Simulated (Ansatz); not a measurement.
# Sensitivity of the G0W0 gap of BN (P6_3/mmc)

A base run on BN (P6_3/mmc), then changed inputs.

Method: G0W0 on PBE, plane waves, PAW, in Ansatz 0.2.0.

The database entry behind the starting cell differs from later determinations by our own check (about 0.3 % short, minor phase), so it need not match the best structure at ambient conditions.

### Step 1. The structure

Symmetry: P6_3/mmc, No. 194, hexagonal system. Conventional cell: a = 2.498 Å, b = 2.498 Å, c = 6.636 Å, α = 90.00°, β = 90.00°, γ = 120.00°. Nearest to B lie 3 N at 1.44 Å. Nearest to N lie 3 B at 1.44 Å. Farther neighbours and most contacts between anions are not listed.

Coordinates:

```cif
data_structure
_symmetry_space_group_name_H-M 'P 1'
_symmetry_Int_Tables_number 1
_cell_length_a 2.4982
_cell_length_b 2.4982
_cell_length_c 6.6357
_cell_angle_alpha 90.000
_cell_angle_beta 90.000
_cell_angle_gamma 120.000
_cell_volume 35.87
loop_
_atom_site_label
_atom_site_type_symbol
_atom_site_fract_x
_atom_site_fract_y
_atom_site_fract_z
_atom_site_occupancy
B1 B 0.33333 0.66667 0.25000 1
B2 B 0.66667 0.33333 0.75000 1
N3 N 0.33333 0.66667 0.75000 1
N4 N 0.66667 0.33333 0.25000 1
```

The cell and positions come from the Crystallography Open Database and are kept as given unless a step says otherwise. The default PAW set here is soft_2. Its files were made with PBE.

### Step 2. The base run: 6×6×2 mesh, 107 empty bands, screening to 120 eV

G0W0 replaces the xc potential by the self-energy, built once from these orbitals. Only a window of levels is corrected, while the sums run over the empty bands that the input names.

input.yaml

```yaml
crystal:
  lattice:
    - [2.49824, 0.0, 0.0]
    - [-1.24912, 2.1635393048, 0.0]
    - [0.0, 0.0, 6.6357]
  atoms:
    - { symbol: B, position: [0.3333333333, 0.6666666667, 0.25] }
    - { symbol: B, position: [0.6666666667, 0.3333333333, 0.75] }
    - { symbol: "N", position: [0.3333333333, 0.6666666667, 0.75] }
    - { symbol: "N", position: [0.6666666667, 0.3333333333, 0.25] }
kpoints:
  mp_grid: { grid: [6, 6, 2] }
hamiltonian:
  xc: pbe
scf:
  occupations: { method: fixed }
gw:
  n_empty_bands: 107
  ecut_chi: 120
  qp_bands: [v2, c2]
  qp_kpoints: band_edges
  screening: { model: contour_deformation }
```

Launch:

```bash
$ ansatz run input.yaml --threads 2 --pin off --max-ram 92160MiB --backend cuda --events-out ev --progress --plain --runs-dir out --devices 1 --max-vram 13GiB  # rebuilt from the run's record
```

Numbers of over 12 decimals in the logs are rounded to 6 here.

Log:

```text
GPUs: using 1 of 1 available (devices: 1).
Engine: ansatz 0.2.0, x86_64-unknown-linux-gnu
Pseudopotentials: kind: paw
Pseudopotential: B, paw, valence charge 3, recommended cutoff 420 eV (normal), B.paw.azcp
Pseudopotential: N, paw, valence charge 5, recommended cutoff 420 eV (normal), N.paw.azcp
Functional definition: PBE
  parameter kappa = 0.804
  parameter beta = 0.066725
  exchange = pbe_x(kappa = kappa, mu = beta*pi^2/3)
  correlation = pbe_c(beta = beta)
device memory: the entry about to start is reckoned to put 0.5 GiB on a device that reports 51.9 GiB free (of which the cap on the GPU budget leaves the run 13.0 GiB)
GPU FFT provider: cuFFT
GPU libraries: cuBLAS 13.8.2, cuFFT 12.4.0, cuSOLVER 12.3.4
Crystal: 4 atoms, lattice volume = 35.866 Å³
Basis set: ecut = 420 eV, 689 PW (Γ)
Bands: 12, of which v1, the nominal top of the filled ones, is band 8 counted from 1 (7 counted from 0)
Symmetry: 24 space group operations
Space group: P63/mmc (ITA 194), of the structure as read, at distance tolerance 3.3e-5 Å
k-points: 14 of 72
Non-local potential: B, projectors of the file, l = 0: 2, l = 1: 2, l = 2: 1
Non-local potential: N, projectors of the file, l = 0: 2, l = 1: 2, l = 2: 1
PAW form: soft (Blöchl's): semilocal exchange-correlation on the pseudo side does not see the compensation charge
PAW one-centre angular grid: B, 110 points (default); XC on 64 Gauss nodes
PAW one-centre angular grid: N, 110 points (default); XC on 64 Gauss nodes
Initial density: superposition of atomic densities (neutral atoms: chi_scale 0, normalization atom), corrected by the library's trained network
Initial wavefunctions: pseudopotential atomic-orbital guess
GPU buffer pool allocated for 14580 grid points (all kernels)
GPU transforms: local potential and band sums: pruned to the plane-wave sphere, on 18×18×45
Functional: x = pbe(κ = 0.804, μ = 0.219515), c = pbe(β = 0.066725)
SCF iter   1: F=—  HF=-1084.799152 eV  |F-HF|=—  |Δ(HF+E_count)|=         —  Δρ=1.47e-3  dr2=2.00e-4  ethr=1.77e-3  ⟨swp⟩=5.1  Hψ=875  notcnv=0  defer=25
preconditioner: auto → none  [insulator: Δε(μ)=4.289 eV  Ē_g=15.907 eV  n_scr=4 (ndim 8)  ℏωp=24.8 eV  f_vac=0.022  ε∞_Penn≈3.4]
SCF iter   2: F=—  HF=-1084.800203 eV  |F-HF|=—  |Δ(HF+E_count)|=   1.05e-3  Δρ=7.43e-4  dr2=4.11e-5  ethr=1.25e-6  ⟨swp⟩=2.2  Hψ=408  notcnv=0  defer=28
SCF iter   3: F=—  HF=-1084.800509 eV  |F-HF|=—  |Δ(HF+E_count)|=   3.07e-4  Δρ=3.34e-4  dr2=8.59e-6  ethr=2.57e-7  ⟨swp⟩=2.0  Hψ=298  notcnv=0  defer=24
iter 4 did not close the SCF: its close was put off for the readings that it lacked (scf_convergence_deferred on its scf_iter line)
SCF iter   4: F=-1084.800582 eV  HF=-1084.800582 eV  |F-HF|=2.61e-7  |Δ(HF+E_count)|=   7.22e-5  Δρ=2.15e-5  dr2=6.02e-8  ethr=5.37e-8  ⟨swp⟩=2.0  Hψ=294  notcnv=0  defer=28
[...]
E_nonlocal   = 115.811320
  E_hartree    = 223.941252
  E_xc         = -184.630596
  E_vxc        = -229.079290  (∫ρ·V_xc dr)
  E_paw        = -413.732818  (= ΣΔE_a)
  E_vpaw       = -45.792689  (= ΣTr[D̂ρ^β])
  E_aug_tail   = 0.000198  (compensation charges beyond the density's cutoff)
  E_ewald      = -499.931209
  E_smearing   = -0.000000  (= −TS)
  E_closure    = -0.000000  (closes the sum)
  Σ components = -1084.800582   (vs F -1084.800582, Δ=0.00e0)
--- Band table (eV; the first three rows and the last of 14) ---
  k-point 0: bands = [... 4 lower, 3.4732, 3.4732, 3.5104, 3.5104, 10.0616, 15.1429, 16.4280, 16.4280]
  k-point 1: bands = [... 4 lower, 3.4913, 3.4913, 3.4913, 3.4913, 12.4367, 12.4367, 16.4887, 16.4887]
  k-point 2: bands = [... 4 lower, 1.4918, 1.5314, 2.5720, 2.6205, 10.9623, 14.6551, 15.8675, 15.9998]
  k-point 13: bands = [... 4 lower, -2.3632, -2.3632, 4.7933, 4.7933, 9.4570, 9.4570, 16.8382, 16.8382]
--- G₀W₀: contour deformation, 6 samples at zero and on the imaginary axis and 1 off it, 72 q-points, 107 empty bands' worth ---
  eigenvalues of the whole cell's RPA ε∞ on this k-mesh (on a slab, of 1 + 4πα/V) = 2.5347, 4.5429, 4.5429; static W/v taken at q = 0 is 0.262115
  bands read: the sum over 115 bands ends inside a degenerate multiplet in 7 slots, whose members it reads at an even weight; the widest, k=1: bands 115 to 118 (counted from 1) at 1/4 each
  gw.qp_kpoints: band_edges: 9 of 14 stored k-points solved, in 1 pass; an edge of the gap read off the rows below is read off those points alone
    valence top: of the k-points left out ik 11 came nearest to being solved in a further pass, in band 7 (counted from 1, as in the quasiparticle table): it holds the edge there only if its correction is more favourable than any solved in that band by at least 1.086 eV; those differ by 0.265 eV
    conduction bottom: of the k-points left out ik 11 came nearest to being solved in a further pass, in band 9 (counted from 1, as in the quasiparticle table): it holds the edge there only if its correction is more favourable than any solved in that band by at least 0.753 eV; those differ by 0.608 eV
    ik  band        ε_KS         Σx   Σc(E_QP)       V_xc       Z   E_QP_lin       E_QP  E_QP is
     0     7      3.5104   -23.7138     3.4838   -19.2431  0.7948     2.5129     2.5236  root
     0     8      3.5104   -23.7138     3.4838   -19.2431  0.7948     2.5129     2.5236  root
     0     9     10.0616    -4.9388    -3.9535    -9.1706  0.8382    10.3405    10.3398  root
     0    10     15.1429    -7.8242    -5.5029   -14.3927  0.7584    16.2386    16.2085  root
     1     7      3.4913   -23.6992     3.4884   -19.2205  0.7947     2.4903     2.5010  root
     1     8      3.4913   -23.6992     3.4884   -19.2205  0.7947     2.4903     2.5010  root
     1     9     12.4367    -6.3583    -4.4210   -11.4058  0.8140    13.0679    13.0632  root
     1    10     12.4367    -6.3583    -4.4210   -11.4058  0.8140    13.0679    13.0632  root
[...]
13     7      4.7933   -20.6779     2.6720   -17.2107  0.7844     3.9913     3.9982  root
    13     8      4.7933   -20.6779     2.6720   -17.2107  0.7844     3.9913     3.9982  root
    13     9      9.4570    -6.1445    -4.5903   -11.5681  0.8100    10.2976    10.2903  root
    13    10      9.4570    -6.1445    -4.5903   -11.5681  0.8100    10.2976    10.2903  root
[key lines of the parts left out:]
SCF converged after 6 iterations
Free energy (F): -1084.800582 eV
Fermi energy:    4.793338 eV
```

Wall time 6.7 s (1 × NVIDIA H100 80GB HBM3 (shared by 6 runs) with 2 threads of AMD EPYC 7R13 (Zen 3), shared host); peak memory 1 GiB.

The column dr2 measures how far the density is from self-consistency, as an energy; F and HF (Harris–Foulkes) agree once it is small.

Numbers from this step:

```
bands summed                                 : 115
RPA ε∞ on this mesh (eigenvalues)            : 2.535, 4.543, 4.543
plane waves in the screening matrix          : 107
q-points in the mesh                         : 72
G0W0 gap on the mesh                         : 5.786 eV
k of the valence top                         : 0.3333, 0.3333, -0.5
k of the conduction bottom                   : 0, -0.5, 0
starting gap on the mesh                     : 4.295 eV
Z at the valence top                         : 0.7844
Z at the conduction bottom                   : 0.8198
least direct G0W0 gap on the computed points : 6.269 eV
```

The gap on the mesh goes from 4.29 eV to 5.79 eV, a correction of +1.49 eV. Between the two edge states, bare exchange in place of the xc potential would open the gap by 8.50 eV, and correlation takes back 7.00 eV.

### Step 3. Variant: larger pair-density box

Changes to input.yaml since step 2:

```diff
@@ -17,4 +17,4 @@
 gw:
-  n_empty_bands: 107
-  ecut_chi: 120
+  n_empty_bands: 81
+  ecut_chi: 100
   qp_bands: [v2, c2]
@@ -22 +22,2 @@
   screening: { model: contour_deformation }
+  ecutfock_ratio: 2
```

Log:

```text
GPUs: using 1 of 1 available (devices: 1).
[...]
GPU FFT provider: cuFFT
GPU libraries: cuBLAS 13.8.2, cuFFT 12.4.0, cuSOLVER 12.3.4
Crystal: 4 atoms, lattice volume = 35.866 Å³
Basis set: ecut = 420 eV, 689 PW (Γ)
Bands: 12, of which v1, the nominal top of the filled ones, is band 8 counted from 1 (7 counted from 0)
Symmetry: 24 space group operations
[...]
k-points: 14 of 72
[...]
GPU buffer pool allocated for 14580 grid points (all kernels)
[...]
SCF iter   1: F=—  HF=-1084.799152 eV  |F-HF|=—  |Δ(HF+E_count)|=         —  Δρ=1.47e-3  dr2=2.00e-4  ethr=1.77e-3  ⟨swp⟩=5.1  Hψ=875  notcnv=0  defer=25
[...]
SCF iter   6: F=-1084.800582 eV  HF=-1084.800582 eV  |F-HF|=1.88e-10  |Δ(HF+E_count)|=   8.31e-9  Δρ=5.67e-7  dr2=6.06e-11  ethr=2.84e-11  ⟨swp⟩=4.2  Hψ=789  notcnv=0
SCF 1 converged in 6 iterations: F = -1084.800582 eV  dr2 = 6.06e-11
[...]
NSCF: frozen V_eff on 14 k-points
[...]
G₀W₀ screening: q 1/14
[... further progress lines ...]
SCF converged after 6 iterations
Free energy (F): -1084.800582 eV
[...]
Internal energy: -1084.800582 eV  (E = F + TS)
E sigma→0 (E₀):  -1084.800582 eV
Fermi energy:    4.793338 eV
[...]
--- Band table (eV; the first three rows and the last of 14) ---
  k-point 0: bands = [... 4 lower, 3.4732, 3.4732, 3.5104, 3.5104, 10.0616, 15.1429, 16.4280, 16.4280]
  k-point 1: bands = [... 4 lower, 3.4913, 3.4913, 3.4913, 3.4913, 12.4367, 12.4367, 16.4887, 16.4887]
  k-point 2: bands = [... 4 lower, 1.4918, 1.5314, 2.5720, 2.6205, 10.9623, 14.6551, 15.8675, 15.9998]
  k-point 13: bands = [... 4 lower, -2.3632, -2.3632, 4.7933, 4.7933, 9.4570, 9.4570, 16.8382, 16.8382]
[...]
0     7      3.5104   -23.7138     3.6340   -19.2431  0.7957     2.6662     2.6737  root
     0     8      3.5104   -23.7138     3.6340   -19.2431  0.7957     2.6662     2.6737  root
     0     9     10.0616    -4.9388    -3.9244    -9.1706  0.8387    10.3698    10.3690  root
     0    10     15.1429    -7.8242    -5.3905   -14.3927  0.7602    16.3570    16.3208  root
     1     7      3.4913   -23.6992     3.6384   -19.2205  0.7956     2.6433     2.6510  root
     1     8      3.4913   -23.6992     3.6384   -19.2205  0.7956     2.6433     2.6510  root
     1     9     12.4367    -6.3583    -4.3616   -11.4058  0.8150    13.1282    13.1225  root
     1    10     12.4367    -6.3583    -4.3616   -11.4058  0.8150    13.1282    13.1225  root
[...]
13     7      4.7933   -20.6779     2.7824   -17.2107  0.7864     4.1036     4.1086  root
    13     8      4.7933   -20.6779     2.7824   -17.2107  0.7864     4.1036     4.1086  root
    13     9      9.4570    -6.1445    -4.5250   -11.5681  0.8108    10.3641    10.3556  root
    13    10      9.4570    -6.1445    -4.5250   -11.5681  0.8108    10.3641    10.3556  root
```

Wall time 6 s (1 × NVIDIA H100 80GB HBM3 (shared by 6 runs) with 2 threads); peak memory 1 GiB.

The G0W0 gap on the mesh is 5.734 eV.

Against the base:

| setting | base | variant |
| --- | --- | --- |
| empty bands | 107 | 81 |
| screening cutoff (eV) | 120 | 100 |
| ecutfock ratio | - | 2 |

| quantity | variant | base |
| --- | --- | --- |
| starting gap on the mesh | 4.295 | 4.295 |
| G0W0 gap on the mesh | 5.734 | 5.786 |
| least direct G0W0 gap on the computed points | 6.223 | 6.269 |
| Z at the valence top | 0.786 | 0.784 |
| Z at the conduction bottom | 0.820 | 0.820 |

### Step 4. Variant: low screening cutoff

Changes to input.yaml since step 3:

```diff
@@ -17,4 +17,4 @@
 gw:
-  n_empty_bands: 81
-  ecut_chi: 100
+  n_empty_bands: 107
+  ecut_chi: 55
   qp_bands: [v2, c2]
@@ -22,2 +22 @@
   screening: { model: contour_deformation }
-  ecutfock_ratio: 2
```

Log:

```text
GPUs: using 1 of 1 available (devices: 1).
[...]
GPU FFT provider: cuFFT
GPU libraries: cuBLAS 13.8.2, cuFFT 12.4.0, cuSOLVER 12.3.4
Crystal: 4 atoms, lattice volume = 35.866 Å³
Basis set: ecut = 420 eV, 689 PW (Γ)
Bands: 12, of which v1, the nominal top of the filled ones, is band 8 counted from 1 (7 counted from 0)
Symmetry: 24 space group operations
[...]
k-points: 14 of 72
[...]
GPU buffer pool allocated for 14580 grid points (all kernels)
[...]
SCF iter   1: F=—  HF=-1084.799152 eV  |F-HF|=—  |Δ(HF+E_count)|=         —  Δρ=1.47e-3  dr2=2.00e-4  ethr=1.77e-3  ⟨swp⟩=5.1  Hψ=875  notcnv=0  defer=25
[...]
SCF iter   6: F=-1084.800582 eV  HF=-1084.800582 eV  |F-HF|=1.88e-10  |Δ(HF+E_count)|=   8.31e-9  Δρ=5.67e-7  dr2=6.06e-11  ethr=2.84e-11  ⟨swp⟩=4.2  Hψ=789  notcnv=0
SCF 1 converged in 6 iterations: F = -1084.800582 eV  dr2 = 6.06e-11
[...]
G₀W₀ screening: q 1/14
[... further progress lines ...]
SCF converged after 6 iterations
Free energy (F): -1084.800582 eV
[...]
Internal energy: -1084.800582 eV  (E = F + TS)
E sigma→0 (E₀):  -1084.800582 eV
Fermi energy:    4.793338 eV
[...]
--- Band table (eV; the first three rows and the last of 14) ---
  k-point 0: bands = [... 4 lower, 3.4732, 3.4732, 3.5104, 3.5104, 10.0616, 15.1429, 16.4280, 16.4280]
  k-point 1: bands = [... 4 lower, 3.4913, 3.4913, 3.4913, 3.4913, 12.4367, 12.4367, 16.4887, 16.4887]
  k-point 2: bands = [... 4 lower, 1.4918, 1.5314, 2.5720, 2.6205, 10.9623, 14.6551, 15.8675, 15.9998]
  k-point 13: bands = [... 4 lower, -2.3632, -2.3632, 4.7933, 4.7933, 9.4570, 9.4570, 16.8382, 16.8382]
[...]
0     7      3.5104   -23.7138     3.8439   -19.2431  0.7995     2.8794     2.8836  root
     0     8      3.5104   -23.7138     3.8439   -19.2431  0.7995     2.8794     2.8836  root
     0     9     10.0616    -4.9388    -4.0474    -9.1706  0.8390    10.2462    10.2459  root
     0    10     15.1429    -7.8242    -5.3015   -14.3927  0.7654    16.4527    16.4098  root
     1     7      3.4913   -23.6992     3.8477   -19.2205  0.7994     2.8560     2.8603  root
     1     8      3.4913   -23.6992     3.8477   -19.2205  0.7994     2.8560     2.8603  root
     1     9     12.4367    -6.3583    -4.4172   -11.4058  0.8171    13.0718    13.0670  root
     1    10     12.4367    -6.3583    -4.4172   -11.4058  0.8171    13.0718    13.0670  root
[...]
13     7      4.7933   -20.6779     2.9188   -17.2107  0.7940     4.2418     4.2449  root
    13     8      4.7933   -20.6779     2.9188   -17.2107  0.7940     4.2418     4.2449  root
    13     9      9.4570    -6.1445    -4.4413   -11.5681  0.8148    10.4495    10.4393  root
    13    10      9.4570    -6.1445    -4.4413   -11.5681  0.8148    10.4495    10.4393  root
```

The job ended after 5.9 s (1 × NVIDIA H100 80GB HBM3 (shared by 6 runs) with 2 threads; peak memory 1 GiB).

Against the base:

| setting | base | variant |
| --- | --- | --- |
| screening cutoff (eV) | 120 | 55 |

```
                                    quantity  variant   base
                    starting gap on the mesh    4.295  4.295
                        G0W0 gap on the mesh    5.648  5.786
least direct G0W0 gap on the computed points    6.147  6.269
                        Z at the valence top    0.794  0.784
                  Z at the conduction bottom    0.824  0.820
```

### Step 5. Results

* base: 5.79 eV, 6.7 s
* larger pair-density box: 5.73 eV, 6 s
* low screening cutoff: 5.65 eV, 5.9 s

In words: Larger pair-density box: the gap moves by −0.05 eV. The variant differs from the base in empty bands, screening cutoff and ecutfock ratio together, so the change can't be laid to one of them. Low screening cutoff: the gap moves by −0.14 eV; such settings are too crude to quote. All runs here use a coarse mesh and modest cutoffs; they test settings and are not final values. The 6×6×2 mesh is coarse for this cell (its supercell is 13 Å along the shortest edge). The RPA ε∞ on it, from the PBE start, is 2.53 and 4.54; such meshes misread the long-range screening, most where the gap is narrow.

[Paths, hosts, dates, memory and timing lines, banners, echoed tables and standing remarks are left out of the program output.]

[Logs are printed without paths, hosts, clocks, repeated set-up lines and the standing remarks that a program may print on its own settings, such as how far it seeks lower states.]

[Runs of the session that timed out or met a known fault of the program may be left out.]

[Cells called generated may have been cut or substituted from an entry of the Crystallography Open Database or the Materials Project.]

[Hosts, paths, dates, database ids (printed as entryN), source tags and the programs' standing remarks are cut or masked in the printed files.]
